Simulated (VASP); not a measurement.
**A VASP 6.6.1 single-point calculation on Mg2Ge**

INCAR

```
GGA = PE
NELM = 71
EDIFF = 1E-7
IBRION = -1
NBANDS = 16
ISMEAR = -1
LWAVE = .FALSE.
ENCUT = 520
ISIF = 2
LREAL = .FALSE.
LASPH = .FALSE.
LCHARG = .FALSE.
NSW = 0
SIGMA = 0.02
PREC = Accurate
```

KPOINTS

```
KPOINTS created by Atomic Simulation Environment
0
Gamma
8 8 8
0 0 0
```

POSCAR

```
Ge Mg
 1.0000000000000000
     0.0000000000000000    3.1831012375449625    3.1831012375449625
     3.1831012375449625   -0.0000000000000000    3.1831012375449625
     3.1831012375449625    3.1831012375449625   -0.0000000000000000
 Ge  Mg
   1   2
Cartesian
 -0.0000000000000000  0.0000000000000000  0.0000000000000000
  1.5915506187724813  1.5915506187724813  1.5915506187724813
  4.7746518563174440  4.7746518563174440  4.7746518563174440
```

The recommended PBE PAW datasets give the neutral cell 18 valence electrons.

Command

```
mpirun -np 1 vasp_std
```

Problem. Predict the outcome of this run.

Solution. It converged. Results: gap between bands v and c on the k mesh 0.14 eV; least direct gap on the k mesh 1.09 eV; pressure 1.2 GPa. Band v is the last that the valence electrons fill when counted band by band, and c is the next.

OSZICAR

```
N       E                     dE             d eps       ncg     rms          rms(c)
DAV:   1     0.874899145464E+02    0.87490E+02   -0.88856E+03   984   0.192E+03
DAV:   2     0.290286692848E+01   -0.84587E+02   -0.81442E+02  1000   0.429E+02
DAV:   3    -0.849721878991E+01   -0.11400E+02   -0.11358E+02  1168   0.886E+01
DAV:   4    -0.882353829161E+01   -0.32632E+00   -0.32628E+00  1104   0.158E+01
DAV:   5    -0.883045500528E+01   -0.69167E-02   -0.69166E-02  1216   0.246E+00    0.326E+00
DAV:   6    -0.843268300104E+01    0.39777E+00   -0.44373E-01  1144   0.353E+00    0.170E+00
DAV:   7    -0.835127546700E+01    0.81408E-01   -0.24902E-01  1128   0.307E+00    0.542E-01
DAV:   8    -0.835233929187E+01   -0.10638E-02   -0.19855E-02  1208   0.202E+00    0.125E-01
DAV:   9    -0.835217657875E+01    0.16271E-03   -0.16003E-03  1208   0.662E-01    0.308E-02
DAV:  10    -0.835219671921E+01   -0.20140E-04   -0.88730E-05  1072   0.603E-02    0.112E-02
DAV:  11    -0.835220431413E+01   -0.75949E-05   -0.16071E-05  1016   0.321E-02    0.408E-03
DAV:  12    -0.835220443893E+01   -0.12480E-06   -0.17542E-06  1240   0.135E-02    0.109E-03
DAV:  13    -0.835220434744E+01    0.91484E-07   -0.16952E-07  1016   0.269E-03
   1 F= -.83522043E+01 E0= -.83521720E+01  d E =-.647328E-04
```

Standard output (part)

```
POSCAR found type information on POSCAR GeMg
 POSCAR found :  2 types and       3 ions
 LDA part: xc-table for (Slater+PW92), standard interpolation
 POSCAR, INCAR and KPOINTS ok, starting setup
 WAVECAR not read
 entering main loop
```

For comparison, a separate PBE run of the intended cell, on usual settings and not on those above, gives a gap of 0.14 eV on its mesh and a pressure of 1.2 GPa.
